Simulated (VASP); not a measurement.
# BeS in VASP 6.6.1, single-point calculation

INCAR

```
PREC = Accurate
LCHARG = .FALSE.
EDIFF = 1E-7
LREAL = .FALSE.
NBANDS = 11
ISIF = 2
LASPH = .TRUE.
METAGGA = M06L
LWAVE = .FALSE.
ISMEAR = -1
SIGMA = 0.02
ENCUT = 520
NELM = 120
NSW = 0
IBRION = -1
```

KPOINTS

```
KPOINTS created by Atomic Simulation Environment
0
Gamma
10 10 10
0 0 0
```

POSCAR

```
Be S
 1.0000000000000000
     0.0000000000000000    2.2044448370000000    2.3172972112000001
     2.2044448370000000    0.0000000000000000    2.3172972112000001
     2.2044448370000000    2.2044448370000000    0.0000000000000000
 Be  S
   1   1
Cartesian
  0.0000000000000000  0.0000000000000000  0.0000000000000000
  2.2044448369999996  2.2044448369999996  2.3172972111999997
```

The recommended PBE PAW datasets give the neutral cell 8 valence electrons.

Command

```
mpirun -np 1 vasp_std
```

Problem. How does this run end, and what does it give?

Solution. It converged. Results: gap between bands v and c on the k mesh 1.39 eV; least direct gap on the k mesh 4.30 eV; pressure 13.0 GPa. Band v is the last that the valence electrons fill when counted band by band, and c is the next.

OSZICAR

```
N       E                     dE             d eps       ncg     rms          rms(c)
DAV:   1     0.710680775194E+07    0.71068E+07   -0.87186E+08  2424   0.544E+08
DAV:   2     0.214821906328E+07   -0.49586E+07   -0.48708E+07  4488   0.805E+07
DAV:   3     0.121101296843E+07   -0.93721E+06   -0.92332E+06  4488   0.266E+07
DAV:   4     0.853055212889E+06   -0.35796E+06   -0.35269E+06  4488   0.186E+07
DAV:   5     0.659831727739E+06   -0.19322E+06   -0.19078E+06  4488   0.118E+07    0.302E+02
DAV:   6     0.264360839317E+02   -0.65981E+06   -0.31728E+03  2454   0.528E+02    0.999E+01
DAV:   7    -0.189293989229E+02   -0.45365E+02   -0.40642E+02  2841   0.153E+02    0.159E+02
DAV:   8    -0.179191378436E+02    0.10103E+01   -0.20658E+01  3048   0.336E+01    0.116E+02
DAV:   9    -0.162586655957E+02    0.16605E+01   -0.15381E+00  2686   0.714E+00    0.747E+01
DAV:  10    -0.145458566861E+02    0.17128E+01   -0.30577E+00  2655   0.103E+01    0.820E+00
...
DAV:  22    -0.145146051973E+02    0.39074E-03   -0.75896E-05  2331   0.116E-01    0.109E-01
DAV:  23    -0.145143546851E+02    0.25051E-03   -0.30934E-04  2274   0.234E-01    0.341E-02
DAV:  24    -0.145143553750E+02   -0.68989E-06   -0.66163E-07  2986   0.817E-03    0.222E-02
DAV:  25    -0.145143590947E+02   -0.37198E-05   -0.82139E-06  2310   0.364E-02    0.793E-03
DAV:  26    -0.145143616553E+02   -0.25606E-05   -0.12402E-06  2334   0.151E-02    0.126E-03
DAV:  27    -0.145143619093E+02   -0.25396E-06   -0.91935E-08  2525   0.388E-03    0.953E-04
DAV:  28    -0.145143614724E+02    0.43689E-06   -0.28132E-08  1449   0.197E-03    0.816E-04
DAV:  29    -0.145143613651E+02    0.10729E-06   -0.76795E-09  1212   0.102E-03    0.187E-04
DAV:  30    -0.145143613680E+02   -0.29721E-08   -0.18500E-09  1197   0.551E-04
   1 F= -.14514361E+02 E0= -.14514361E+02  d E =-.114774E-10
```

For comparison, a separate PBE run of the intended cell, on usual settings and not on those above, gives a gap of 0.79 eV on its mesh and a pressure of 13.0 GPa.
